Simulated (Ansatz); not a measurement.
## Al2O3: the gap against volume

Al2O3, R-3c, a = 4.759 Å, c = 12.995 Å. Ansatz: r2SCAN, PAW, 500 eV, Γ-centred 6×6×6 mesh on 10 atoms, Gaussian smearing 0.02 eV; no spin polarisation. Shape and atoms are relaxed at each volume; x = ln(V/V0) with V0 = 8.496 Å³/atom. The gap is read at the mesh points alone.

| x | gap y (eV) |
| --- | --- |
| -0.1278 | 8.809 |
| -0.0943 | 8.361 |
| -0.0619 | 7.931 |
| -0.0305 | 7.525 |
| 0.0000 | 7.137 |
| 0.0296 | 6.767 |
| 0.0583 | 6.415 |
| 0.0953 | ? |

Q: Fit a straight line to the other rows, give the volume deformation potential of the gap and its pressure coefficient, and predict the missing gap. B0 = 256.1 GPa.

A: Means x = -0.03237, y = 7.5636; Σ(Δx)² = 0.02693, ΣΔxΔy = -0.3465; the slope is their ratio. y = 7.1470 − 12.867 x. The slope is the deformation potential a = dE_g/d ln V = -12.87 eV, and dE_g/dP = −a/B0 = 50.2 meV/GPa. At x = 0.0953 the fit asked for gives 5.921 eV. The run gave 5.958 eV, so the fit is 0.037 eV too low, 1.3 % of the span of the series, against an rms of 0.013 eV on the fitted rows. The row lies outside the fitted range. With a term in x² added, a fit to the same known rows predicts 5.970 eV, so most of the miss is curvature that the known rows already hold.

Semilocal functionals give gaps under the measured ones; changes of the gap mostly carry over better.